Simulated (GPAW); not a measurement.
Write an ASE script for GPAW 26.7.0 that does the following.

* Task: single point
* Functional: PBE
* Potentials or basis: GPAW PAW data sets (gpaw-data 1.2.1)
* Cutoff: 450 eV
* Basis: pw
* k mesh: 6 × 6 × 6
* Occupations: fermi-dirac, width 0.05 eV
* Spin: no spin polarisation
* Maxiter: 120
* Convergence: default

The structure of HgTe (Coloradoite) lies in POSCAR:

```
HgTe
1.0
    0.0000000000      3.2145000000      3.2145000000
    3.2145000000      0.0000000000      3.2145000000
    3.2145000000      3.2145000000      0.0000000000
Hg Te
1 1
Direct
    0.0000000000      0.0000000000      0.0000000000
    0.7500000000      0.7500000000      0.7500000000
```

These files were run (other wordings do the same):

run.py

```python
from ase.dft.bandgap import bandgap
from ase.io import read, write
from ase.units import GPa
from gpaw import GPAW, PW

atoms = read('POSCAR')

calc = GPAW(mode=PW(450),
            xc='PBE',
            kpts={'size': (6, 6, 6), 'gamma': True},
            occupations={'name': 'fermi-dirac', 'width': 0.05},
            nbands=18,
            maxiter=120,
            txt='gpaw.txt')
atoms.calc = calc
energy = atoms.get_potential_energy()
forces = atoms.get_forces()
stress = atoms.get_stress()
calc.write('gs.gpw')
write('result.traj', atoms)
print(f'Energy: {energy:.6f} eV')
print('Forces (eV/A):')
print(forces.round(4))
print('Stress (GPa):', (stress / GPa).round(3))
print('Fermi level:', round(calc.get_fermi_level(), 4), 'eV')
print(f'Gap: {bandgap(calc)[0]:.4f} eV, direct: {bandgap(calc, direct=True)[0]:.4f} eV')
```

Potentials or basis: GPAW PAW data sets (gpaw-data 1.2.1), pw.

Launch:

```sh
$ OMP_NUM_THREADS=1 python run.py
```

It gave:

| Item | Value |
| --- | --- |
| Pressure | 4.2 GPa |
| Band gap on the k mesh | none (metal or under the smearing width) |

Caveat: the cutoff is short for stress and forces, so pressures can be off by a GPa or more.

It took 12 s on 1 thread of Arm Neoverse V1, on a shared host, peak memory 0.15 GiB.
